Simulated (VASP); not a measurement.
# Pb (Fm-3m) in VASP: notebook

One crystal, Pb, is run at these levels: PBE; tasks: relaxation of cell and atoms.

Everything below comes from runs of VASP 6.6.1. Logs are shortened: lines on timing, memory, paths and dates and some standing lists are left out, and cuts for length are marked.

## (1) The crystal as given

The structure is cubic, space group Fm-3m (No. 225). Conventional cell: a = 4.950 Å, b = 4.950 Å, c = 4.950 Å, α = 90.00°, β = 90.00°, γ = 90.00°. Pb (site symmetry m-3m) has 12 Pb at 3.50 Å as nearest neighbours.

## (2) Relaxation of cell and atoms, PBE

INCAR reads:

```
SYSTEM = Pb
ALGO     = Normal         ! electronic algorithm
EDIFF    = 1E-6           ! SCF threshold, eV
EDIFFG   = -0.005         ! ionic threshold
ENCUT    = 600            ! plane-wave cutoff, eV
GGA      = PE             ! functional
IBRION   = 2              ! ionic algorithm
ISIF     = 3              ! what is computed and relaxed
ISMEAR   = -1             ! smearing method
LASPH    = .TRUE.         ! aspherical terms in the spheres
LCHARG   = .FALSE.        ! write CHGCAR
LREAL    = .FALSE.        ! projectors in reciprocal space
LWAVE    = .FALSE.        ! write WAVECAR
NELM     = 60             ! most SCF steps
NSW      = 60             ! ionic steps
PREC     = Accurate       ! precision mode
SIGMA    = 0.05           ! smearing width, eV
```

KPOINTS reads:

```
k-points
0
G
  9 9 9
  0 0 0
```

POSCAR reads:

```
Pb
1.0
    0.0000000000      2.4750200000      2.4750200000
    2.4750200000      0.0000000000      2.4750200000
    2.4750200000      2.4750200000      0.0000000000
Pb
1
Direct
    0.0000000000      0.0000000000      0.0000000000
```

Potentials or basis: VASP PAW PBE potentials, release 64 (Pb_d).

Run with:

```
> cat potpaw_PBE.64/Pb_d/POTCAR > POTCAR
> mpirun -np 1 vasp_std > vasp.out
```

OUTCAR:

```text
SYSTEM = Pb
   EDIFF = 1E-6
   EDIFFG = -0.005
   ENCUT = 600
   GGA = PE
   IBRION = 2
   ISIF = 3
   ISMEAR = -1
   LASPH = .TRUE.
   LREAL = .FALSE.
   NELM = 60
   NSW = 60
   PREC = Accurate

 ion  position               nearest neighbor table
   1  0.000  0.000  0.000-

  LATTYP: Found a face centered cubic cell.
 ALAT       =     4.9500400000

  Lattice vectors:

 A1 = (   0.0000000000,   2.4750200000,   2.4750200000)
 A2 = (   2.4750200000,   0.0000000000,   2.4750200000)
 A3 = (   2.4750200000,   2.4750200000,   0.0000000000)

Analysis of symmetry for initial positions (statically):
=====================================================================
 Subroutine PRICEL returns:
 Original cell was already a primitive cell.

 Routine SETGRP: Setting up the symmetry group for a
 face centered cubic supercell.

 Subroutine GETGRP returns: Found 48 space group operations
 (whereof 48 operations were pure point group operations)
 out of a pool of 48 trial point group operations.

The static configuration has the point symmetry O_h .

Analysis of symmetry for dynamics (positions and initial velocities):
=====================================================================
 Subroutine PRICEL returns:
 Original cell was already a primitive cell.

 Routine SETGRP: Setting up the symmetry group for a
 face centered cubic supercell.

 Subroutine GETGRP returns: Found 48 space group operations
 (whereof 48 operations were pure point group operations)
 out of a pool of 48 trial point group operations.

The dynamic configuration has the point symmetry O_h .

 Subroutine INISYM returns: Found 48 space group operations
 (whereof 48 operations are pure point group operations),
 and found     1 'primitive' translations

----------------------------------------------------------------------------------------

                                     Primitive cell

  volume of cell :      30.3226

  direct lattice vectors                    reciprocal lattice vectors
     0.000000000  2.475020000  2.475020000    -0.202018570  0.202018570  0.202018570
     2.475020000  0.000000000  2.475020000     0.202018570 -0.202018570  0.202018570
     2.475020000  2.475020000  0.000000000     0.202018570  0.202018570 -0.202018570

  length of vectors
     3.500206851  3.500206851  3.500206851     0.349906427  0.349906427  0.349906427

  position of ions in fractional coordinates (direct lattice)
     0.000000000  0.000000000  0.000000000

  ion indices of the primitive-cell ions
   primitive index   ion index
                 1           1

----------------------------------------------------------------------------------------

 KPOINTS: k-points

Automatic generation of k-mesh.
[... 61 lines left out ...]
   LNONCOLLINEAR =      F non collinear calculations
   LSORBIT =      F    spin-orbit coupling
   LASPH  =      T    aspherical Exc in radial PAW
   ENCUT  =  600.0 eV  44.10 Ry    6.64 a.u.   6.99  6.99  6.99*2*pi/ulx,y,z
   NELM   =     60;   NELMIN=  2; NELMDL= -5     # of ELM steps
   EDIFF  = 0.1E-05   stopping-criterion for ELM
   LREAL  =      F    real-space projection
   EDIFFG = -.5E-02   stopping-criterion for IOM
   NSW    =     60    number of steps for IOM
   IBRION =      2    ionic relax: 0-MD 1-quasi-New 2-CG
   NFREE  =      1    steps in history (QN), initial steepest desc. (CG)
   ISIF   =      3    stress and relaxation
   ISYM   =      2    0-nonsym 1-usesym 2-fastsym
   POTIM  = 0.5000    time-step for ionic-motion
   TEBEG  =    0.0;   TEEND  =   0.0 temperature during run
   PSTRESS=    0.0 pullay stress
   NELECT =      14.0000    total number of electrons
   NUPDOWN=      -1.0000    fix difference up-down
   EMIN   =  10.00;   EMAX   =-10.00  energy-range for DOS
   EFERMI =   0.00;   METHOD = LEGACY
   ISMEAR =    -1;   SIGMA  =   0.05  broadening in eV -4-tet -1-fermi 0-gaus
   EFERMI_NEDOS =   21; number of points for ismear=-14 and -15
   IALGO  =     38    algorithm
   IMIX   =      4    mixing-type and parameters
     AMIX     =   0.40;   BMIX     =  1.00
     AMIX_MAG =   1.60;   BMIX_MAG =  1.00
  volume/ion in A,a.u.               =      30.32       204.63
  Fermi-wavevector in a.u.,A,eV,Ry     =   1.265306  2.391081 21.782907  1.600999
  Thomas-Fermi vector in A             =   2.398566
   LORBIT       =      0    0 simple, 1 ext, 2 COOP (PROOUT), +10 PAW based schemes
   GGA     = PE    functional components
   LHFCALC =     F    Hartree Fock is set to
   AEXX    =    0.0000 exact exchange contribution
   IVDW    =     0    specifies the selected vdW correction
   LEPSILON=     F    determine dielectric tensor
   LRPA    =     F    only Hartree local field effects (RPA)
 conjugate gradient relaxation of ions
 non-spin polarized calculation
  energy-cutoff  :      600.00
  volume of cell :       30.32
 maximum number of plane-waves:      1022
   NGX = 13   NGY = 13   NGZ = 13

--------------------------------------- Ionic step        1  -------------------------------------------

 number of electron      13.9999999 magnetization

 Free energy of the ion-electron system (eV)
  ---------------------------------------------------
  ext. energy  EPLUGINS =         0.00000000
  ---------------------------------------------------
  free energy    TOTEN  =        -3.57034888 eV

  energy without entropy =       -3.56723837  energy(sigma->0) =       -3.56879362

 E-fermi :   7.1397     XC(G=0): -10.1858

 val. band max:        6.9153348190   @ k =  -0.3333   0.3333   0.1111
 cond. band min:       7.1463987050   @ k =  -0.2222   0.3333   0.1111
 fundamental gap:      0.2310638861
 Fermi energy:         7.1397138760

 k-point     1 :       0.0000    0.0000    0.0000
  band No.  band energies     occupation
      1      -9.7940      2.00000
      2      -9.7940      2.00000
      3      -9.7940      2.00000
      4      -9.6539      2.00000
      5      -9.6539      2.00000
      6      -4.4738      2.00000
      7      14.6989      0.00000
      8      14.6989      0.00000
      9      14.6989      0.00000
     10      17.0447      0.00000
     11      18.6199      0.00000
[... 391 lines left out ...]
--------------------------------------- Ionic step        3  -------------------------------------------

 number of electron      14.0000003 magnetization

 Free energy of the ion-electron system (eV)
  ---------------------------------------------------
  ext. energy  EPLUGINS =         0.00000000
  ---------------------------------------------------
  free energy    TOTEN  =        -3.58061757 eV

  energy without entropy =       -3.57726506  energy(sigma->0) =       -3.57894132

 E-fermi :   6.6161     XC(G=0):  -9.9522

 val. band max:        6.6142640823   @ k =   0.3333   0.3333   0.0000
 cond. band min:       6.6438641380   @ k =  -0.2222   0.3333   0.1111
 fundamental gap:      0.0296000557
 Fermi energy:         6.6160803974

 k-point     1 :       0.0000    0.0000    0.0000
  band No.  band energies     occupation
      1     -10.3006      2.00000
      2     -10.3006      2.00000
      3     -10.3006      2.00000
      4     -10.1805      2.00000
      5     -10.1805      2.00000
      6      -4.6885      2.00000
      7      13.7770      0.00000
      8      13.7770      0.00000
      9      13.7770      0.00000
     10      16.4712      0.00000
     11      17.4592      0.00000
[... 350 lines left out ...]
  FREE ENERGIE OF THE ION-ELECTRON SYSTEM (eV)
  ---------------------------------------------------
  free  energy   TOTEN  =        -3.5806175744 eV

  energy  without entropy=       -3.5772650635  energy(sigma->0) =       -3.57894132

 reached required accuracy - stopping structural energy minimisation
```

OSZICAR:

```text
N       E                     dE             d eps       ncg     rms          rms(c)
DAV:   1     0.107979691508E+03    0.10798E+03   -0.79473E+03   776   0.165E+03
DAV:   2     0.130613330375E+01   -0.10667E+03   -0.10441E+03   797   0.344E+02
DAV:   3    -0.345824157981E+01   -0.47644E+01   -0.47092E+01   914   0.827E+01
[... 23 lines left out ...]
DAV:   4    -0.358059623901E+01   -0.10068E-04   -0.13623E-04   782   0.133E-01    0.128E-02
DAV:   5    -0.358062052438E+01   -0.24285E-04   -0.73569E-05   800   0.754E-02    0.670E-03
DAV:   6    -0.358061873439E+01    0.17900E-05   -0.36889E-06   914   0.372E-02    0.143E-03
DAV:   7    -0.358061759733E+01    0.11371E-05   -0.65727E-07   644   0.793E-03    0.281E-04
DAV:   8    -0.358061757444E+01    0.22890E-07   -0.26276E-08   394   0.169E-03
   3 F= -.35806176E+01 E0= -.35789413E+01  d E =-.102687E-01
```

It took 14 s on 1 thread of Intel Xeon 6975P-C (Granite Rapids), shared host; peak memory 0.16 GiB.

What came out:

```yaml
Free_energy: -3.5806 eV
Relaxed_volume: 31.85 Å³/atom
Relaxed_cell: a = 3.558 Å, b = 3.558 Å, c = 3.558 Å, α = 60.00°, β = 60.00°, γ = 60.00°
Space_group_after_relaxing_to_0.05_Å: Fm-3m (No. 225)
Energy_gained_by_relaxing: 10.3 meV/atom
Ionic_steps: 3
Pressure_after_relaxing: 0.0 GPa
Band_gap_on_the_k_mesh: none (metal or under the smearing width)
```

Step by step:
| step | energy change (eV) | largest force (eV/Å) | pressure (GPa) | volume (Å³) |
| --- | --- | --- | --- | --- |
| 1 | 0.0000 | 0.0000 | 2.25 | 30.32 |
| 2 | -0.0097 | 0.0000 | -0.47 | 32.23 |
| 3 | -0.0103 | 0.0000 | 0.01 | 31.85 |

Final structure:
```xyz
1
Lattice="0.0000 2.5159 2.5159 2.5159 0.0000 2.5159 2.5159 2.5159 0.0000" Properties=species:S:1:pos:R:3 pbc="T T T"
Pb    0.0000    0.0000    0.0000
```

The run has no spin-orbit coupling, so splittings on Pb are missing.

## (3) Relaxation of cell and atoms, PBE

INCAR reads:

```
ALGO = Normal
EDIFF = 1E-7
EDIFFG = -0.005
ENCUT = 680
GGA = PE
IBRION = 2
ISIF = 3
ISMEAR = -1
LASPH = T
LCHARG = F
LREAL = F
LWAVE = F
NELM = 60
NSW = 60
PREC = Accurate
SIGMA = 0.05
```

KPOINTS reads:

```
k-points
0
Gamma
  9 9 9
```

POSCAR is that of step 2.

Potentials or basis: VASP PAW PBE potentials, release 64 (Pb_d_GW).

Run with:

```
> cat potpaw_PBE.64/Pb_d_GW/POTCAR > POTCAR
> mpirun -np 1 vasp_std > vasp.out
```

OUTCAR:

```text
EDIFF = 1E-7
   EDIFFG = -0.005
   ENCUT = 680
   GGA = PE
   IBRION = 2
   ISIF = 3
   ISMEAR = -1
   LASPH = T
   LREAL = F
   NELM = 60
   NSW = 60
   PREC = Accurate

 ion  position               nearest neighbor table
   1  0.000  0.000  0.000-

  LATTYP: Found a face centered cubic cell.
 ALAT       =     4.9500400000

  Lattice vectors:

 A1 = (   0.0000000000,   2.4750200000,   2.4750200000)
 A2 = (   2.4750200000,   0.0000000000,   2.4750200000)
 A3 = (   2.4750200000,   2.4750200000,   0.0000000000)

Analysis of symmetry for initial positions (statically):
=====================================================================
 Subroutine PRICEL returns:
 Original cell was already a primitive cell.

 Routine SETGRP: Setting up the symmetry group for a
 face centered cubic supercell.

 Subroutine GETGRP returns: Found 48 space group operations
 (whereof 48 operations were pure point group operations)
 out of a pool of 48 trial point group operations.

The static configuration has the point symmetry O_h .

Analysis of symmetry for dynamics (positions and initial velocities):
=====================================================================
 Subroutine PRICEL returns:
 Original cell was already a primitive cell.

 Routine SETGRP: Setting up the symmetry group for a
 face centered cubic supercell.

 Subroutine GETGRP returns: Found 48 space group operations
 (whereof 48 operations were pure point group operations)
 out of a pool of 48 trial point group operations.

The dynamic configuration has the point symmetry O_h .

 Subroutine INISYM returns: Found 48 space group operations
 (whereof 48 operations are pure point group operations),
 and found     1 'primitive' translations

----------------------------------------------------------------------------------------

                                     Primitive cell

  volume of cell :      30.3226

  direct lattice vectors                    reciprocal lattice vectors
     0.000000000  2.475020000  2.475020000    -0.202018570  0.202018570  0.202018570
     2.475020000  0.000000000  2.475020000     0.202018570 -0.202018570  0.202018570
[... 130 lines left out ...]
  ---------------------------------------------------
  free energy    TOTEN  =        -3.56821964 eV

  energy without entropy =       -3.56510805  energy(sigma->0) =       -3.56666384

------------------------ aborting loop because EDIFF is reached ----------------------------------------

  FORCE on cell =-STRESS in cart. coord.  units (eV):
  Direction    XX          YY          ZZ          XY          YZ          ZX
  --------------------------------------------------------------------------------------
  -------------------------------------------------------------------------------------
  Total        0.4249760      0.4249760      0.4249760      0.0000000      0.0000000     -0.0000000
  in kB       22.4547831     22.4547831     22.4547831      0.0000000      0.0000000     -0.0000000
  external PRESSURE =      22.4547831 kB  Pullay stress =       0.0000000 kB
[... 57 lines left out ...]
--------------------------------------- Ionic step        3  -------------------------------------------

 number of electron      15.9999997 magnetization

 Free energy of the ion-electron system (eV)
  ---------------------------------------------------
  ext. energy  EPLUGINS =         0.00000000
  ---------------------------------------------------
  free energy    TOTEN  =        -3.57857424 eV

  energy without entropy =       -3.57522949  energy(sigma->0) =       -3.57690187

 E-fermi :   3.2545     XC(G=0): -10.0713

 val. band max:        3.2490734621   @ k =   0.3333   0.3333   0.0000
 cond. band min:       3.2832042615   @ k =  -0.2222   0.3333   0.1111
 fundamental gap:      0.0341307994
 Fermi energy:         3.2544765240

 k-point     1 :       0.0000    0.0000    0.0000
  band No.  band energies     occupation
      1    -136.2500      2.00000
      2     -13.6196      2.00000
      3     -13.6196      2.00000
      4     -13.6196      2.00000
      5     -13.4988      2.00000
      6     -13.4988      2.00000
      7      -8.0524      2.00000
      8      10.4049      0.00000
      9      10.4049      0.00000
     10      10.4049      0.00000
     11      13.0984      0.00000
     12      14.0928      0.00000
[... 331 lines left out ...]
 k-point    24 :       0.4444    0.4444    0.0000
  band No.  band energies     occupation
      1    -136.2499      2.00000
      2     -13.7548      2.00000
      3     -13.6730      2.00000
      4     -13.3946      2.00000
      5     -13.3603      2.00000
      6     -13.3603      2.00000
      7      -3.7924      2.00000
      8       0.7861      2.00000
      9       5.4675      0.00000
     10       5.4675      0.00000
     11       8.7240      0.00000
     12       9.9332      0.00000

 [... further k-points ...]

------------------------ aborting loop because EDIFF is reached ----------------------------------------

  FORCE on cell =-STRESS in cart. coord.  units (eV):
  Direction    XX          YY          ZZ          XY          YZ          ZX
  --------------------------------------------------------------------------------------
  -------------------------------------------------------------------------------------
  Total        0.0000499      0.0000499      0.0000499      0.0000000      0.0000000     -0.0000000
  in kB        0.0025082      0.0025082      0.0025082      0.0000000      0.0000000     -0.0000000
  external PRESSURE =       0.0025082 kB  Pullay stress =       0.0000000 kB
[... 16 lines left out ...]
  FREE ENERGIE OF THE ION-ELECTRON SYSTEM (eV)
  ---------------------------------------------------
  free  energy   TOTEN  =        -3.5785742419 eV

  energy  without entropy=       -3.5752294937  energy(sigma->0) =       -3.57690187

 reached required accuracy - stopping structural energy minimisation
```

OSZICAR:

```text
N       E                     dE             d eps       ncg     rms          rms(c)
DAV:   1     0.145821069343E+03    0.14582E+03   -0.93523E+03   908   0.280E+03
DAV:   2     0.838785207836E+00   -0.14498E+03   -0.13871E+03  1020   0.519E+02
DAV:   3    -0.353424891849E+01   -0.43730E+01   -0.43336E+01  1292   0.967E+01
[... 25 lines left out ...]
DAV:   4    -0.357854578159E+01    0.10084E-03   -0.39396E-04   876   0.431E-01    0.110E-02
DAV:   5    -0.357856806623E+01   -0.22285E-04   -0.45459E-05  1312   0.101E-01    0.611E-03
DAV:   6    -0.357857380338E+01   -0.57371E-05   -0.32594E-06  1160   0.243E-02    0.914E-04
DAV:   7    -0.357857421309E+01   -0.40972E-06   -0.17695E-07   892   0.958E-03    0.427E-04
DAV:   8    -0.357857424190E+01   -0.28811E-07   -0.61738E-09   444   0.200E-03
   3 F= -.35785742E+01 E0= -.35769019E+01  d E =-.103546E-01
```

CONTCAR:

```text
Pb
   1.00000000000000
     0.0000000000000000    2.5165012297325018    2.5165012297325018
     2.5165012297325018   -0.0000000000000000    2.5165012297325018
     2.5165012297325018    2.5165012297325018   -0.0000000000000000
  Pb
     1
Direct
     0.0000000000000000    0.0000000000000000    0.0000000000000000

  0.00000000E+00  0.00000000E+00  0.00000000E+00
```

Wall time 26 s (1 thread of Intel Xeon 6975P-C (Granite Rapids), shared host); peak memory 0.2 GiB.

Results:

- Free energy: -3.5786 eV
- Relaxed volume: 31.87 Å³/atom
- Relaxed cell: a = 3.559 Å, b = 3.559 Å, c = 3.559 Å, α = 60.00°, β = 60.00°, γ = 60.00°
- Space group after relaxing (to 0.05 Å): Fm-3m (No. 225)
- Energy gained by relaxing: 10.4 meV/atom
- Ionic steps: 3
- Pressure after relaxing: 0.0 GPa
- Band gap on the k mesh: none (metal or under the smearing width)

The path:
| step | energy change (eV) | largest force (eV/Å) | pressure (GPa) | volume (Å³) |
| --- | --- | --- | --- | --- |
| 1 | 0.0000 | 0.0000 | 2.25 | 30.32 |
| 2 | -0.0099 | 0.0000 | -0.42 | 32.23 |
| 3 | -0.0104 | 0.0000 | 0.00 | 31.87 |

Final structure:
```
Pb
1.0
     0.00000    2.51650    2.51650
     2.51650    0.00000    2.51650
     2.51650    2.51650    0.00000
Pb
1
Direct
  0.00000 0.00000 0.00000
```

Levels at points of the mesh, in eV from the Fermi level:
```csv
k point,band 5,band 6,band 7,band 8,band 9,band 10,band 11,band 12
"(0.00, 0.00, 0.00)",-16.75,-16.75,-11.31,7.15,7.15,7.15,9.84,10.84
```

The run has no spin-orbit coupling, so splittings on Pb are missing.

## (4) For comparison

An earlier run on the cell as given: functional PBE; potentials or basis VASP PAW PBE potentials, release 64 (Pb_d); cutoff 520 eV; k mesh 9 × 9 × 9; occupations fermi-dirac, width 0.05 eV; no spin polarisation.

* Pressure: 2.2 GPa
* Band gap on the k mesh: none (metal or under the smearing width)

## (5) The runs side by side

| task | potentials or basis | cell | cutoff (eV) | gap on the mesh (eV) | pressure (GPa) | relaxed volume (Å³/atom) |
| --- | --- | --- | --- | --- | --- | --- |
| relaxation of cell and atoms | VASP PAW PBE potentials, release 64 (Pb_d) | relaxed | 600 | none | 0.0 | 31.85 |
| relaxation of cell and atoms | VASP PAW PBE potentials, release 64 (Pb_d_GW) | relaxed | 680 | none | 0.0 | 31.87 |
| single point | VASP PAW PBE potentials, release 64 (Pb_d) | as given | 520 | none | 2.2 | - |

Alike in all rows: level PBE; no spin polarisation; k mesh 9 × 9 × 9; smearing fermi-dirac 0.05 eV.

Total energies depend on the potentials used, so only differences within one code and one set of settings carry meaning.

## (6) Against experiment

Step 2. The cell as given is a measured one (30.32 Å³/atom); PBE puts the equilibrium volume +5.0 % from it, thermal expansion not counted.

Step 3. The cell as given is a measured one (30.32 Å³/atom); PBE puts the equilibrium volume +5.1 % from it, thermal expansion not counted.
